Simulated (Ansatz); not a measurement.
TiAl3 under changes of volume

One of the cells (15.634 Å³/atom); the others are scaled copies at fixed shape and fractional positions:

```
Ti Al
1.0
    -1.91111    1.91111    4.28067
     1.91111   -1.91111    4.28067
     1.91111    1.91111   -4.28067
Ti Al
1 3
Direct
  0.00000 0.00000 0.00000
  0.25000 0.75000 0.50000
  0.75000 0.25000 0.50000
  0.50000 0.50000 0.00000
```

The cell comes from a database or a generator and needn't be the stable form of this composition.

```yaml
Program: Ansatz 0.2.0
Functional: r2SCAN
Potentials_or_basis: Ansatz PAW
Cutoff: "500 eV (not typed: the program's choice for these potentials)"
k_mesh: 10 × 10 × 10
Occupations: fermi-dirac, width 0.05 eV
Spin: no spin polarisation
```

```csv
volume (Å³/atom),energy over the lowest point (meV/atom),pressure (GPa)
14.696,23.07,8.2
15.009,?,?
15.322,2.52,2.5
15.634,0.00,0.1
15.947,2.01,-2.1
16.260,8.11,-4.1
16.572,17.92,-5.9
```

Task: What does the run at 15.009 Å³/atom give?

Result: Energy over the lowest point 10.03 meV/atom; pressure 5.2 GPa.

Worked out: A Birch-Murnaghan fit of order 3 (a polynomial in V^(-2/3)) to the other rows has its minimum at 15.65 Å³/atom with B0 = V·E''(V) = 115 GPa and B' = 3.9 at fixed shape and positions, which overstates the stiffness. It gives 10.04 meV/atom at 15.009 Å³/atom, against the run's 10.03, and -dE/dV = 5.2 GPa, against 5.2.

Energies are extrapolated to zero smearing.

Caveats: the PAW data sets come from PBE, with cores solved anew for the run's functional, which leaves a small shift of forces and pressure.
